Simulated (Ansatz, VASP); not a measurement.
**Fe in VASP and in Ansatz**

```
Fe
1.0
    -1.44300    1.44300    1.44300
     1.44300   -1.44300    1.44300
     1.44300    1.44300   -1.44300
Fe
1
Cartesian
  0.0000 0.0000 0.0000
```

Alike in both runs: task single point; functional RPBE; k mesh 13 × 13 × 13; occupations gaussian, width 0.1 eV; collinear spin.

```csv
,VASP,Ansatz
version,VASP 6.6.1,Ansatz 0.2.0
potentials or method,"VASP PAW PBE potentials, release 64 (Fe), cutoff 520 eV","all-electron LAPW, scalar-relativistic"
```

Ansatz gave:

```
gap on the k mesh at the Fermi level (eV)                     : none
pressure (GPa)                                                : -3.6
net moment per atom (μB)                                      : 2.29
size of the moment on the site where the two differ most (μB) : 2.36
```

Q: Which values does VASP return?

A: gap on the k mesh at the Fermi level (eV): none; pressure (GPa): -3.2; net moment per atom (μB): 2.34; size of the moment on the site where the two differ most (μB): 2.35.

Site moments also hang on the region over which each program counts them. A gap of «none» marks a metal or a gap that the smearing closes. Ansatz ran all-electron here, so the differences hold the error of VASP's frozen core and of both bases.

Caveats: the PAW data sets were made with another functional, which shifts forces and pressure a little (VASP).
